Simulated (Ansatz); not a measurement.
# Ni: the cost of one run

Computed with Ansatz 0.2.0 (DFT PBEsol, scalar-relativistic, plane waves, PAW, unless a step's input says otherwise).

3 further runs of the same task are left out: 3 set aside as unsound or not needed.

## Step 1: The structure to begin with

The structure is triclinic, space group P-1 (No. 2). The conventional cell has a = 2.202 Å, b = 2.352 Å, c = 2.426 Å, α = 109.30°, β = 106.89°, γ = 105.52°. Ni (site symmetry -1) is surrounded by 6 Ni at 2.20 to 2.43 Å.

Structure file:

```cif
data_structure
_symmetry_space_group_name_H-M 'P 1'
_symmetry_Int_Tables_number 1
_cell_length_a 2.4260
_cell_length_b 2.3518
_cell_length_c 2.5727
_cell_angle_alpha 111.937
_cell_angle_beta 113.093
_cell_angle_gamma 109.298
_cell_volume 10.38
loop_
_atom_site_label
_atom_site_type_symbol
_atom_site_fract_x
_atom_site_fract_y
_atom_site_fract_z
_atom_site_occupancy
Ni1 Ni 0.00000 0.00000 0.00000 1
```

## Step 2: Engineering shear strain xz -0.1400, engineering shear strain yz -0.0933

input.yaml reads:

```yaml
crystal:
  lattice:
    - [-1.4740981178, 1.3133938697, 1.4098301952]
    - [1.2812254668, -1.4419297149, 1.3454933894]
    - [1.4740981178, 1.4419297149, -1.5383660404]
  atoms:
    - { symbol: Ni, position: [0.0, 0.0, 0.0], spin: 0.6 }
basis:
  ecutwfc: 520.0
kpoints:
  mp_grid: { grid: [22, 22, 22] }
hamiltonian:
  xc: pbesol
  pseudopotentials: { kind: paw, azcp: { folder: soft_1 } }
scf:
  occupations: { method: gaussian, width: 0.15 }
output:
  forces: true
  stress: true
  eigenvalues: true
  populations: true
  write_density: true
  write_potential: true
  elf: true
  volumetric_format: npy
magnetization:
  spin_polarized: true
```

Run with:

```console
$ ansatz run input.yaml --threads 1 --pin off --max-ram 2048MiB --backend cpu --events-out ev --progress --plain --runs-dir out
```

Q: Estimate wall time and peak memory on 1 thread of Arm Neoverse N1, shared host.

About 7.6 min, with a peak of 1.8 GiB.
